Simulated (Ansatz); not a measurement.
# NiO in Ansatz: the effect of starting spin order

The system is NiO.

```
Ni O
1.0
     0.00000    2.09131    2.09131
     2.09131    0.00000    2.09131
     2.09131    2.09131    0.00000
Ni O
1 1
Direct
  0.00000 0.00000 0.00000
  0.50000 0.50000 0.50000
```

Alike in all runs:

* Program: Ansatz 0.2.0
* Task: single point
* Functional: PBE
* Potentials or basis: Ansatz PAW
* Cutoff: 420 eV (not typed: the program's choice for these potentials)
* k mesh: 11 × 11 × 11
* Occupations: fermi-dirac, width 0.05 eV

```csv
starting spin order,spin,starting moments,energy over the lowest run (meV/atom),final net moment (μB),final largest site moment (μB)
spin off,no spin polarisation,-,?,?,?
fm,"collinear spin, ferromagnetic start","[1.0, 0.0] μB",0.0,1.75,1.42
random,"collinear spin, random start","[-0.88, 0.0] μB",0.0,-1.75,1.42
"ferromagnetic start, larger moments","collinear spin, ferromagnetic start","[2.5, 0.0] μB",0.0,1.75,1.42
```

**Question.** What does the run with starting spin order spin off give?

**Answer.** Energy over the lowest run 56.7 meV/atom; final net moment 0.00 μB; final largest site moment 0.00 μB.

Caveats: a cell with one magnetic atom can't hold antiferromagnetic order, which such compounds often take (some runs).
